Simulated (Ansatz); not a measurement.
# SnO2: the cost of one run

Computed with Ansatz 0.2.0 (DFT PBE+D3(BJ), scalar-relativistic, plane waves, PAW, unless a step's input says otherwise).

3 further runs of the same task are left out: 3 that didn't finish.

## Step 1: The system as given

It takes space group P-3m1 (No. 164, trigonal). Conventional cell: a = 3.216 Å, b = 3.216 Å, c = 4.594 Å, α = 90.00°, β = 90.00°, γ = 120.00°. Sn (site symmetry -3m) has 6 O at 2.11 Å as nearest neighbours. Around O (site symmetry 3m) lie 3 Sn at 2.11 Å.

As a file:

```cif
data_structure
_symmetry_space_group_name_H-M 'P 1'
_symmetry_Int_Tables_number 1
_cell_length_a 3.2164
_cell_length_b 3.2164
_cell_length_c 4.5943
_cell_angle_alpha 90.000
_cell_angle_beta 90.000
_cell_angle_gamma 120.000
_cell_volume 41.16
loop_
_atom_site_label
_atom_site_type_symbol
_atom_site_fract_x
_atom_site_fract_y
_atom_site_fract_z
_atom_site_occupancy
Sn1 Sn 0.00000 0.00000 0.50000 1
O1 O 0.33333 0.66667 0.71998 1
O2 O 0.66667 0.33333 0.28002 1
```

The cell was relaxed beforehand at this level, from a generated guess; it needn't be the stable form of this composition. At a tolerance of 0.02 Å it has space group P-3m1 (No. 164); it has 13.72 Å³/atom, an uncorrected energy of -1.52 eV/atom over the elements and, on its mesh, gap 1.87 eV.

## Step 2: Volume × 0.97

Contents of input.yaml:

```yaml
crystal:
  lattice:
    - [3.1838976094, 0.0, 0.0]
    - [-1.5919488047, 2.7573362128, 0.0]
    - [0.0, 0.0, 4.5478610661]
  atoms:
    - { symbol: Sn, position: [0.0, 0.0, 0.5] }
    - { symbol: O, position: [0.3333333333, 0.6666666667, 0.7199800773] }
    - { symbol: O, position: [0.6666666667, 0.3333333333, 0.2800199227] }
basis:
  ecutwfc: 420
kpoints:
  mp_grid: { grid: [12, 12, 6] }
hamiltonian:
  xc: pbe
  dispersion: d3bj
scf:
  occupations: { method: gaussian, width: 0.02 }
output:
  forces: true
  stress: true
  eigenvalues: true
relax:
  adjacent_minimum: "off"
  f_tol: 0.01
  max_steps: 30
  cell: { stress_tol: 0.1, fix: [volume] }
```

The run is started by

```
$ ansatz run input.yaml --threads 1 --pin off --max-ram 2048MiB --backend cpu --events-out ev --progress --plain --runs-dir out
```

Q: Estimate wall time and peak memory on 1 thread of Arm Neoverse V2, shared host.

About 23 s, with a peak of 0.35 GiB.
